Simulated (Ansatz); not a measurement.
# A computed series for CsPbI3: response to strain

Consider CsPbI$_{3}$ in the cubic perovskite structure (space group Pm-3m, No. 221; a = 6.390 Å).

Strains are applied to the cell and any free atomic positions relax.

Computed with Ansatz (a first-principles code) PBE, no SOC.

```json
[
 {"isotropic strain (%)": "-4.98", "band gap (eV)": "0.94"},
 {"isotropic strain (%)": "-3.09", "band gap (eV)": "?"},
 {"isotropic strain (%)": "-0.44", "band gap (eV)": "1.44"},
 {"isotropic strain (%)": "0", "band gap (eV)": "1.48"}
]
```

Question: Fit E_g = E₀ + Dε (ε in %) to the rows shown and predict the withheld row.

Answer: Least squares on the printed values gives E₀ = 1.48 eV, D = 109 meV per % of strain (largest residual 0.00 eV); this predicts 1.15 eV, and the run gives 1.18 eV, 0.03 higher.

With I and Pb present, leaving out spin-orbit coupling can change the band edges. Whether these cells are dynamically stable was not tested. Many cubic perovskites are stable only at high temperature; tilts and polar distortions were not tested. This is not the structure that CsPbI3 has at room temperature and ambient pressure.
